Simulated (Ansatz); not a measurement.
Take a crystal in which C has been replaced by Pb on all its sites, with the cell rescaled by a rough guess (in some cases also distorted within its space group) and nothing relaxed:

```cif
data_structure
_symmetry_space_group_name_H-M 'P 1'
_symmetry_Int_Tables_number 1
_cell_length_a 5.6829
_cell_length_b 5.6829
_cell_length_c 5.6829
_cell_angle_alpha 39.490
_cell_angle_beta 39.490
_cell_angle_gamma 39.490
_cell_volume 66.81
loop_
_atom_site_label
_atom_site_type_symbol
_atom_site_fract_x
_atom_site_fract_y
_atom_site_fract_z
_atom_site_occupancy
Pb1 Pb 0.16400 0.16400 0.16400 1
Pb2 Pb 0.83600 0.83600 0.83600 1
```

The calculation used DFT PBEsol, scalar-relativistic, plane waves, PAW in Ansatz.

Plane waves to 420 eV, a k mesh through Γ of 15×15×15 on the computed 2-atom cell and Gaussian smearing (0.10 eV); no spin polarisation.

**Question.** Will this cell want to expand or contract, and how hard?

**Answer.** The pressure is 78.4 GPa (positive in compression), so the cell would expand.

**Question.** Is it a metal on this mesh?

**Answer.** Yes, a band crosses the Fermi level.

Spin-orbit coupling is left out, which matters for the bands of heavy elements.

This form isn't the element's structure at ambient conditions.